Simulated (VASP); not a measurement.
Write the native input for VASP 6.6.1 that does the following.

```yaml
Task: relaxation of cell and atoms
Functional: RPBE
Potentials_or_basis: VASP PAW PBE potentials, release 64 (B, N)
Cutoff: 600 eV
k_mesh: 12 × 12 × 6
Occupations: gaussian, width 0.02 eV
Spin: no spin polarisation
Further_INCAR_settings: ALGO = Normal; EDIFF = 1e-07; IBRION = 2; EDIFFG = -0.005; NSW = 90; ISIF = 3
```

The structure of BN lies in POSCAR:

```
BN
1.0
    2.5539396000      0.0000000000      0.0000000000
   -1.2769698000      2.2117765700      0.0000000000
    0.0000000000      0.0000000000      4.2268550000
B N
2 2
Direct
    0.6666666700      0.3333333300      0.9997240000
    0.3333333300      0.6666666700      0.4997240000
    0.6666666700      0.3333333300      0.6252760000
    0.3333333300      0.6666666700      0.1252760000
```

Measurements of this composition are mostly on another form, of space group No. 194.

The input as run:

INCAR

```
ALGO = Normal ; EDIFF = 1E-7
EDIFFG = -0.005 ; ENCUT = 600
GGA = RP ; IBRION = 2
ISIF = 3 ; ISMEAR = 0
LASPH = True ; LCHARG = False
LREAL = False ; LWAVE = False
NELM = 80 ; NSW = 90
PREC = Accurate ; SIGMA = 0.02
```

KPOINTS

```
k-points
0
Gamma
  12 12 6
```

Potentials or basis: VASP PAW PBE potentials, release 64 (B, N).

Run with:

```sh
$ cat potpaw_PBE.64/B/POTCAR potpaw_PBE.64/N/POTCAR > POTCAR
$ mpirun -np 1 vasp_std > vasp.out
```

Results of the run:

```
Relaxed volume                         : 6.06 Å³/atom
Relaxed cell                           : a = 2.568 Å, b = 2.568 Å, c = 4.245 Å, α = 90.00°, β = 90.00°, γ = 120.00°
Space group after relaxing (to 0.05 Å) : P6_3mc (No. 186)
Energy gained by relaxing              : 1.7 meV/atom
Ionic steps                            : 6
Pressure after relaxing                : 0.1 GPa
Band gap on the k mesh                 : 5.31 eV, indirect (least direct gap 8.22 eV)
```

Caveat: the PAW data sets were made with another functional, which shifts forces and pressure a little.

Run time: 30 s on 1 thread of Intel(R) Xeon(R) 6975P-C (Granite Rapids), with other jobs on the host, peak memory 0.15 GiB.
